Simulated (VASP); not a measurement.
# Al2O3 (P-6m2) in VASP: a series of runs

The runs below take Al2O3 through dielectric tensor, with PBE.

Everything below comes from runs of VASP 6.6.1. Logs are shortened: lines on timing, memory, paths and dates and some standing lists are left out, and cuts for length are marked.

**1. Starting point**

Symmetry: P-6m2, No. 187, hexagonal system. The conventional cell has a = 2.884 Å, b = 2.884 Å, c = 9.337 Å, α = 90.00°, β = 90.00°, γ = 120.00°. Al (site symmetry 3m) is surrounded by 3 O at 1.80 Å. Around O (site symmetry 3m) lie 3 Al at 1.80 Å. O (site symmetry -6m2) has 6 Al at 2.18 Å as nearest neighbours.

Measurements of this composition are mostly on another form, of space group No. 167.

**2. Dielectric tensor, PBE**

The input, INCAR:

```
SYSTEM = Al2O3
  PREC = Accurate
  ENCUT = 400
  EDIFF = 1E-8
  ISMEAR = 0
  SIGMA = 0.01
  LREAL = .FALSE.
  LASPH = .TRUE.
  NELM = 100
  ALGO = Normal
  ISIF = 2
  LWAVE = .FALSE.
  LCHARG = .FALSE.
  GGA = PE
  LEPSILON = .TRUE.
```

The input, KPOINTS:

```
Automatic mesh
0
G
  8 8 3
  0 0 0
```

The input, POSCAR:

```
Al2O3
1.0
    2.8843249483      0.0000000000      0.0000000000
   -1.4421624742      2.4978986780      0.0000000000
    0.0000000000      0.0000000000      9.3367544600
Al O
2 3
Direct
    0.0000000000      0.0000000000      0.8500076700
    0.0000000000      0.0000000000      0.1499923300
    0.3333333333      0.6666666667      0.7776830800
    0.6666666667      0.3333333333      0.0000000000
    0.3333333333      0.6666666667      0.2223169200
```

Potentials or basis: VASP PAW PBE potentials, release 64 (Al, O).

Started as:

```console
cat potpaw_PBE.64/Al/POTCAR potpaw_PBE.64/O/POTCAR > POTCAR
mpirun -np 1 vasp_std > vasp.out
```

OUTCAR:

```text
SYSTEM = Al2O3
   PREC = Accurate
   ENCUT = 400
   EDIFF = 1E-8
   ISMEAR = 0
   LREAL = .FALSE.
   LASPH = .TRUE.
   NELM = 100
   ISIF = 2
   GGA = PE
   LEPSILON = .TRUE.

 Found     20 irreducible k-points:

 Following reciprocal coordinates:
            Coordinates               Weight
  0.000000  0.000000  0.000000      1.000000
  0.125000 -0.000000  0.000000      6.000000
  0.250000 -0.000000  0.000000      6.000000
  0.375000  0.000000  0.000000      6.000000
  0.500000 -0.000000  0.000000      3.000000
  0.125000  0.125000  0.000000      6.000000
   k-points           NKPTS =     20   k-points in BZ     NKDIM =     20   number of bands    NBANDS=     16
   number of dos      NEDOS =    301   number of ions     NIONS =      5
   total plane-waves  NPLWV =  25600
   dimension x,y,z NGX =    20 NGY =   20 NGZ =   64
   dimension x,y,z NGXF=    40 NGYF=   40 NGZF=  128
   ions per type =               2   3
   NGX,Y,Z   is equivalent  to a cutoff of  11.53, 11.53, 11.40 a.u.
   NGXF,Y,Z  is equivalent  to a cutoff of  23.06, 23.06, 22.79 a.u.
 SYSTEM =  Al2O3
   PREC   = accura    normal or accurate (medium, high low for compatibility)
   ISTART =      0    job   : 0-new  1-cont  2-samecut
   ICHARG =      2    charge: 1-file 2-atom 10-const
   ISPIN  =      1    spin polarized calculation?
   LNONCOLLINEAR =      F non collinear calculations
   LSORBIT =      F    spin-orbit coupling
   LASPH  =      T    aspherical Exc in radial PAW
   ENCUT  =  400.0 eV  29.40 Ry    5.42 a.u.   4.70  4.70 15.23*2*pi/ulx,y,z
   NELM   =    100;   NELMIN=  2; NELMDL= -5     # of ELM steps
   EDIFF  = 0.1E-07   stopping-criterion for ELM
   LREAL  =      F    real-space projection
   EDIFFG = 0.1E-06   stopping-criterion for IOM
   NSW    =      0    number of steps for IOM
   IBRION =     -1    ionic relax: 0-MD 1-quasi-New 2-CG
   NFREE  =      0    steps in history (QN), initial steepest desc. (CG)
   ISIF   =      2    stress and relaxation
   ISYM   =      2    0-nonsym 1-usesym 2-fastsym
   POTIM  = 0.5000    time-step for ionic-motion
   TEBEG  =    0.0;   TEEND  =   0.0 temperature during run
   PSTRESS=    0.0 pullay stress
   NELECT =      24.0000    total number of electrons
   NUPDOWN=      -1.0000    fix difference up-down
   EMIN   =  10.00;   EMAX   =-10.00  energy-range for DOS
   EFERMI =   0.00;   METHOD = LEGACY
   ISMEAR =     0;   SIGMA  =   0.01  broadening in eV -4-tet -1-fermi 0-gaus
   EFERMI_NEDOS =   21; number of points for ismear=-14 and -15
   IALGO  =     38    algorithm
   IMIX   =      4    mixing-type and parameters
     AMIX     =   0.40;   BMIX     =  1.00
     AMIX_MAG =   1.60;   BMIX_MAG =  1.00
  volume/ion in A,a.u.               =      13.45        90.79
  Fermi-wavevector in a.u.,A,eV,Ry     =   1.161111  2.194181 18.343074  1.348178
  Thomas-Fermi vector in A             =   2.297686
   LORBIT       =      0    0 simple, 1 ext, 2 COOP (PROOUT), +10 PAW based schemes
   GGA     = PE    functional components
   LHFCALC =     F    Hartree Fock is set to
   AEXX    =    0.0000 exact exchange contribution
   IVDW    =     0    specifies the selected vdW correction
   LEPSILON=     T    determine dielectric tensor
   LRPA    =     F    only Hartree local field effects (RPA)
 non-spin polarized calculation
 Gauss-broadening in eV      SIGMA  =   0.01
  energy-cutoff  :      400.00
  volume of cell :       67.27
 maximum number of plane-waves:      1243
 NGX is ok and might be reduce to    20
   NGX =  9   NGY =  9   NGZ = 31

--------------------------------------- Ionic step        1  -------------------------------------------

 number of electron      24.0000009 magnetization

 E-fermi :   0.9234     XC(G=0):  -8.5311

 val. band max:        0.8665615779   @ k =   0.1250   0.1250   0.0000
 cond. band min:       5.6453156744   @ k =   0.0000   0.0000   0.0000
 fundamental gap:      4.7787540965
 Fermi energy:         0.9233978175

 k-point     1 :       0.0000    0.0000    0.0000
  band No.  band energies     occupation
      1     -17.8260      2.00000
      2     -16.8098      2.00000
      3     -15.6312      2.00000
      4      -4.0892      2.00000
      5      -1.2434      2.00000
      6      -0.6119      2.00000
[... 8 lines left out ...]
     15       8.6841      0.00000
     16      10.0141      0.00000

 k-point     2 :       0.1250   -0.0000    0.0000
  band No.  band energies     occupation
      1     -17.6369      2.00000
      2     -16.6694      2.00000
      3     -15.5634      2.00000
      4      -3.9879      2.00000
      5      -1.7402      2.00000
      6      -1.0905      2.00000
[... 8 lines left out ...]
     15       9.2042      0.00000
     16      10.5277      0.00000

 k-point     3 :       0.2500   -0.0000    0.0000
  band No.  band energies     occupation
      1     -17.1243      2.00000
      2     -16.3096      2.00000
      3     -15.4217      2.00000
      4      -3.9875      2.00000
      5      -3.1726      2.00000
      6      -2.1555      2.00000
[... 8 lines left out ...]
     15      10.0518      0.00000
     16      11.3028      0.00000

 k-point     4 :       0.3750    0.0000    0.0000
  band No.  band energies     occupation
      1     -16.4588      2.00000
      2     -15.9111      2.00000
      3     -15.3704      2.00000
      4      -4.5635      2.00000
      5      -4.5257      2.00000
      6      -3.1274      2.00000
[... 8 lines left out ...]
     15      10.0939      0.00000
     16      11.5534      0.00000

 k-point     5 :       0.5000   -0.0000    0.0000
  band No.  band energies     occupation
      1     -16.0492      2.00000
      2     -15.7310      2.00000
      3     -15.4600      2.00000
      4      -5.0600      2.00000
      5      -4.9100      2.00000
      6      -3.5001      2.00000
[... 8 lines left out ...]
     15       9.9299      0.00000
     16      11.8969      0.00000

 k-point     6 :       0.1250    0.1250    0.0000
  band No.  band energies     occupation
      1     -17.2861      2.00000
      2     -16.4194      2.00000
      3     -15.4589      2.00000
      4      -3.9184      2.00000
      5      -2.5518      2.00000
      6      -2.0939      2.00000
[... 8 lines left out ...]
     15       9.9801      0.00000
     16      11.3188      0.00000

 [... further k-points ...]

  FORCE on cell =-STRESS in cart. coord.  units (eV):
  Direction    XX          YY          ZZ          XY          YZ          ZX
  --------------------------------------------------------------------------------------
  -------------------------------------------------------------------------------------
  Total       -1.6810617     -1.6810617     -1.8901997      0.0000000      0.0000000      0.0000000
  in kB      -40.0386369    -40.0386369    -45.0197753      0.0000000      0.0000000      0.0000000
  external PRESSURE =     -41.6990163 kB  Pullay stress =       0.0000000 kB

 VOLUME and BASIS-vectors are now :
 -----------------------------------------------------------------------------
  energy-cutoff  :      400.00
  volume of cell :       67.27
      direct lattice vectors                 reciprocal lattice vectors
     2.884324948  0.000000000  0.000000000     0.346701574  0.200168247  0.000000000
    -1.442162474  2.497898678  0.000000000     0.000000000  0.400336494  0.000000000
     0.000000000  0.000000000  9.336754460     0.000000000  0.000000000  0.107103598

 POSITION                                       TOTAL-FORCE (eV/Angst)
 -----------------------------------------------------------------------------------
      0.00000      0.00000      7.93631         0.000000     -0.000000      0.009076
      0.00000      0.00000      1.40044         0.000000     -0.000000     -0.009076
     -0.00000      1.66527      7.26104         0.000000      0.000000     -0.026254
      1.44216      0.83263      0.00000        -0.000000      0.000000     -0.000000
     -0.00000      1.66527      2.07572         0.000000      0.000000      0.026254
 -----------------------------------------------------------------------------------
    total drift:                                0.000000     -0.000000     -0.000000

  FREE ENERGIE OF THE ION-ELECTRON SYSTEM (eV)
  ---------------------------------------------------
  free  energy   TOTEN  =       -36.4514945483 eV

  energy  without entropy=      -36.4514945483  energy(sigma->0) =      -36.45149455

 HEAD OF MICROSCOPIC STATIC DIELECTRIC TENSOR (INDEPENDENT PARTICLE, excluding Hartree and local field effects)
 ------------------------------------------------------
           2.749360    -0.000000    -0.000000
          -0.000000     2.749360     0.000000
           0.000000     0.000000     2.582505
 ------------------------------------------------------

 Free energy of the ion-electron system (eV)
  ---------------------------------------------------
  ---------------------------------------------------
  free energy    TOTEN  =        -0.34392158 eV

  energy without entropy =       -0.34392158

------------------------ aborting loop because EDIFF is reached ----------------------------------------

--------------------------------------- Ionic step        2  -------------------------------------------

------------------------ aborting loop because EDIFF is reached ----------------------------------------

--------------------------------------- Ionic step        3  -------------------------------------------

 Free energy of the ion-electron system (eV)
  ---------------------------------------------------
  ---------------------------------------------------
  free energy    TOTEN  =        -0.18958665 eV

  energy without entropy =       -0.18958665

------------------------ aborting loop because EDIFF is reached ----------------------------------------

 PIEZOELECTRIC TENSOR FIELD DIRECTION 3  (e Angst)
 -----------------------------------------------------------------------------
    -0.00004 -0.00000 -0.00000           ( -0.00000  0.00000  0.00000)
     0.00000 -0.00004  0.00000           (  0.00000 -0.00000  0.00000)
     0.00000  0.00000  0.00007           (  0.00000  0.00000 -0.00000)

 PIEZOELECTRIC TENSOR FIELD DIRECTION 3  (C/m^2)
 -----------------------------------------------------------------------------
    -0.00001 -0.00000 -0.00000
     0.00000 -0.00001  0.00000
     0.00000  0.00000  0.00002

 MACROSCOPIC STATIC DIELECTRIC TENSOR (including local field effects in DFT)
 ------------------------------------------------------
           2.687629    -0.000000     0.000000
          -0.000000     2.687629    -0.000000
           0.000000     0.000000     1.940117
 ------------------------------------------------------

 PIEZOELECTRIC TENSOR (including local field effects)  for field in x, y, z        (e  Angst)
          XX          YY          ZZ          XY          YZ          ZX
  --------------------------------------------------------------------------------
  x     0.00000    -0.00000    -0.00000    -0.07424     0.00000     0.00000
  y    -0.07424     0.07424     0.00000    -0.00000     0.00000     0.00000
  z     0.00000     0.00000     0.00000     0.00000    -0.00000     0.00000

 PIEZOELECTRIC TENSOR (including local field effects)  for field in x, y, z        (C/m^2)
          XX          YY          ZZ          XY          YZ          ZX
  --------------------------------------------------------------------------------
  x     0.00000    -0.00000    -0.00000    -0.01768     0.00000     0.00000
  y    -0.01768     0.01768     0.00000    -0.00000     0.00000     0.00000
  z     0.00000     0.00000     0.00000     0.00000    -0.00000     0.00000

 BORN EFFECTIVE CHARGES (including local field effects) (in |e|, cummulative output)
 ---------------------------------------------------------------------------------
 ion    1
    1     3.02294    -0.00000     0.00000
    2    -0.00000     3.02294     0.00000
    3     0.00000     0.00000     1.51997
 ion    2
    1     3.02294    -0.00000    -0.00000
    2    -0.00000     3.02294     0.00000
    3     0.00000    -0.00000     1.51997
 ion    3
    1    -1.90249     0.00000    -0.00000
    2     0.00000    -1.90249    -0.00000
    3     0.00000     0.00000    -0.91591
 ion    4
    1    -2.24090     0.00000     0.00000
    2     0.00000    -2.24090     0.00000
    3     0.00000     0.00000    -1.20811
 ion    5
    1    -1.90249     0.00000     0.00000
    2     0.00000    -1.90249     0.00000
    3     0.00000     0.00000    -0.91591
```

It took 78 s on 1 thread of Intel Xeon 6975P-C (Granite Rapids), shared host; peak memory 0.24 GiB.

The run converged, but some of its settings lie outside the range that counts as converged, so its numbers aren't taken as properties of the crystal.

What came out:

```
Band gap on the k mesh                  : 4.78 eV, indirect (least direct gap 5.01 eV)
Electronic dielectric tensor (diagonal) : 2.69, 2.69, 1.94
Born charges (mean of the diagonal)     : Al +2.52; O -1.57, -1.90 e
```

Caveat: the cutoff is under 1.25 times the usual one of these potentials, so pressure, stress and relaxed cells hold a basis-set (Pulay) error; an odd mesh through Γ misses points on the zone boundary, where band edges often lie.

**3. Dielectric tensor, PBE**

Edit INCAR of step 2 so:

```diff
@@ -2,3 +2,3 @@
   PREC = Accurate
-  ENCUT = 400
+  ENCUT = 520
   EDIFF = 1E-8
```

KPOINTS is that of step 2.

POSCAR is that of step 2.

Potentials or basis: VASP PAW PBE potentials, release 64 (Al, O).

Started as:

```console
cat potpaw_PBE.64/Al/POTCAR potpaw_PBE.64/O/POTCAR > POTCAR
mpirun -np 1 vasp_std > vasp.out
```

OUTCAR:

```text
SYSTEM = Al2O3
   PREC = Accurate
   ENCUT = 520
   EDIFF = 1E-8
   ISMEAR = 0
   LREAL = .FALSE.
   LASPH = .TRUE.
   NELM = 100
   ISIF = 2
   GGA = PE
   LEPSILON = .TRUE.

 Found     20 irreducible k-points:

 Following reciprocal coordinates:
            Coordinates               Weight
  0.000000  0.000000  0.000000      1.000000
  0.125000 -0.000000  0.000000      6.000000
  0.250000 -0.000000  0.000000      6.000000
  0.375000  0.000000  0.000000      6.000000
  0.500000 -0.000000  0.000000      3.000000
  0.125000  0.125000  0.000000      6.000000
   k-points           NKPTS =     20   k-points in BZ     NKDIM =     20   number of bands    NBANDS=     16
   number of dos      NEDOS =    301   number of ions     NIONS =      5
   total plane-waves  NPLWV =  40320
   dimension x,y,z NGX =    24 NGY =   24 NGZ =   70
[... 263 lines left out ...]
 ------------------------------------------------------

 PIEZOELECTRIC TENSOR (including local field effects)  for field in x, y, z        (e  Angst)
          XX          YY          ZZ          XY          YZ          ZX
  --------------------------------------------------------------------------------
  x     0.00000    -0.00000     0.00000    -0.07957     0.00000     0.00000
  y    -0.07957     0.07957    -0.00000    -0.00000     0.00000     0.00000
  z     0.00000     0.00000     0.00000     0.00000     0.00000     0.00000

 PIEZOELECTRIC TENSOR (including local field effects)  for field in x, y, z        (C/m^2)
          XX          YY          ZZ          XY          YZ          ZX
  --------------------------------------------------------------------------------
  x     0.00000    -0.00000     0.00000    -0.01895     0.00000     0.00000
  y    -0.01895     0.01895    -0.00000    -0.00000     0.00000     0.00000
  z     0.00000     0.00000     0.00000     0.00000     0.00000     0.00000

 BORN EFFECTIVE CHARGES (including local field effects) (in |e|, cummulative output)
 ---------------------------------------------------------------------------------
 ion    1
    1     3.02698    -0.00000     0.00000
    2    -0.00000     3.02698     0.00000
    3    -0.00000     0.00000     1.52309
 ion    2
    1     3.02698    -0.00000    -0.00000
    2    -0.00000     3.02698    -0.00000
    3     0.00000     0.00000     1.52309
 ion    3
    1    -1.90500     0.00000    -0.00000
    2     0.00000    -1.90500     0.00000
    3     0.00000    -0.00000    -0.91823
 ion    4
    1    -2.24396     0.00000     0.00000
    2     0.00000    -2.24396     0.00000
    3     0.00000    -0.00000    -1.20972
 ion    5
    1    -1.90500     0.00000     0.00000
    2     0.00000    -1.90500     0.00000
    3     0.00000    -0.00000    -0.91823
```

OSZICAR:

```text
N       E                     dE             d eps       ncg     rms          rms(c)
DAV:   1     0.140478377499E+03    0.14048E+03   -0.12541E+04   640   0.134E+03
DAV:   2    -0.322133852253E+02   -0.17269E+03   -0.16833E+03   832   0.291E+02
DAV:   3    -0.408235337664E+02   -0.86101E+01   -0.85972E+01   832   0.781E+01
[... 12 lines left out ...]
RMM:   9    -0.190500414395E+00   -0.43737E-04   -0.32102E-05  1446   0.134E-02    0.253E-03
RMM:  10    -0.190498457337E+00    0.19571E-05    0.30277E-05  1412   0.520E-03    0.650E-04
RMM:  11    -0.190504082158E+00   -0.56248E-05    0.78753E-06  1448   0.221E-03    0.385E-04
RMM:  12    -0.190509187147E+00   -0.51050E-05   -0.20170E-06  1459   0.906E-04    0.468E-05
RMM:  13    -0.190508905559E+00    0.28159E-06   -0.14170E-06  1078   0.126E-04    0.142E-05
RMM:  14    -0.190508883477E+00    0.22082E-07    0.40601E-07   614   0.451E-05    0.384E-06
```

Run time: 1.7 min. Hardware: 1 thread of Intel Xeon 6975P-C (Granite Rapids), shared host; peak memory 0.31 GiB.

The run converged, but some of its settings lie outside the range that counts as converged, so its numbers aren't taken as properties of the crystal.

What came out:

```
Band gap on the k mesh                  : 4.78 eV, indirect (least direct gap 5.01 eV)
Electronic dielectric tensor (diagonal) : 2.69, 2.69, 1.94
Born charges (mean of the diagonal)     : Al +2.53; O -1.58, -1.90 e
```

Caveat: an odd mesh through Γ misses points on the zone boundary, where band edges often lie.
